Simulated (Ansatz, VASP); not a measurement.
# GaSb3: VASP beside Ansatz

```
Ga Sb
1.0
     0.00000    3.68526    3.68526
     3.68526    0.00000    3.68526
     3.68526    3.68526    0.00000
Ga Sb
1 3
Direct
  0.00000 0.00000 0.00000
  0.25000 0.25000 0.25000
  0.75000 0.75000 0.75000
  0.50000 0.50000 0.50000
```

Alike in both runs: task single point; functional LDA; k mesh 10 × 10 × 10; occupations gaussian, width 0.15 eV; no spin polarisation.

|  | VASP | Ansatz |
| --- | --- | --- |
| version | VASP 6.6.1 | Ansatz 0.2.0 |
| potentials or method | VASP PAW LDA potentials, release 64 (Ga_d, Sb) | scalar-relativistic, plane waves, PAW |
| plane-wave cutoff (eV) | 520 | 420 |
| valence electrons in the cell | 28 | 58 |

```csv
,VASP,Ansatz,Ansatz less VASP
gap on the k mesh at the Fermi level (eV),none,none,-
pressure (GPa),-3.0,-3.0,-0.06
```

A gap of «none» marks a metal or a gap that the smearing closes. The two sets of potentials don't hold the same shells in valence. Ansatz warned: «pseudo_functional_mismatch».

The runs have no spin-orbit coupling, so splittings on Sb are missing.
